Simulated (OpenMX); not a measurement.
Runs of OpenMX 3.8.5 on Bi. Symmetry: R-3m, No. 166, trigonal system. The conventional cell has a = 4.535 Å, b = 4.535 Å, c = 11.814 Å, α = 90.00°, β = 90.00°, γ = 120.00°. Bi (site symmetry 3m) has 6 Bi at 3.06 to 3.52 Å as nearest neighbours. 

```tsv
task	level	potentials or basis	k mesh	max SCF cycles	grid points, held for all volumes	pressure (GPa)	largest force (eV/Å)
band structure	PBE	OpenMX 2013 PBE set, Bi8.0-s3p2d2f1, grid cutoff 500 Ry	7 × 7 × 7	100	-	3.4	(b)
band structure	PBE	OpenMX 2013 PBE set, Bi8.0-s3p2d2f2, grid cutoff 500 Ry	7 × 7 × 7	100	-	(a)	0.29
band structure	PBE	OpenMX 2013 PBE set, Bi8.0-s3p2d2, grid cutoff 500 Ry	7 × 7 × 7	100	-	3.5	0.42
band structure	LDA	OpenMX 2013 LDA set, Bi8.0-s3p2d2f1, grid cutoff 500 Ry	7 × 7 × 7	100	-	-0.4	(c)
```

Alike in all rows: no spin polarisation; cell as given; smearing fermi-dirac 0.05 eV.

**Question.** Estimate the missing entries.

**Answer.** (a) 2.8; (b) 0.37; (c) 0.21.

Caveats: the basis of atomic orbitals isn't converged, which shifts pressures, moduli and gaps.

Not every run made on this cell is shown here.
